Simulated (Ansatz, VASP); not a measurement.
## Two plane-wave programs on Te2Mo

```
CELL_PARAMETERS angstrom
3.56023 0.00000 0.00000
-1.78012 3.08325 0.00000
0.00000 0.00000 17.52406
ATOMIC_POSITIONS crystal
Te 0.33333 0.66667 0.89786
Te 0.33333 0.66667 0.10214
Mo 0.00000 0.00000 0.00000
```

Alike in both runs: task single point; functional r2SCAN; k mesh 12 × 12 × 2; occupations gaussian, width 0.05 eV; no spin polarisation.

|  | VASP | Ansatz |
| --- | --- | --- |
| version | VASP 6.6.1 | Ansatz 0.2.0 |
| potentials or method | VASP PAW PBE potentials, release 64 (Te, Mo_sv) | scalar-relativistic, plane waves, PAW |
| plane-wave cutoff (eV) | 520 | 500 |
| valence electrons in the cell | 26 | 46 |

```tsv
	VASP	Ansatz	Ansatz less VASP
gap on the k mesh at the Fermi level (eV)	1.13	1.12	-0.002
least direct gap on the mesh (eV)	1.13	1.12	-0.002
rms of the force components (eV/Å)	0.009	0.003	-0.0055
```

Atom by atom the forces differ by 0.012 eV/Å (rms over components). The two sets of potentials don't hold the same shells in valence.

Caveats: the PAW data sets were made with another functional, which shifts forces and pressure a little (VASP); spin-orbit coupling is left out, which moves the levels of the heavy elements. r2SCAN opens gaps a little over a GGA but as a rule still falls short of measured ones.
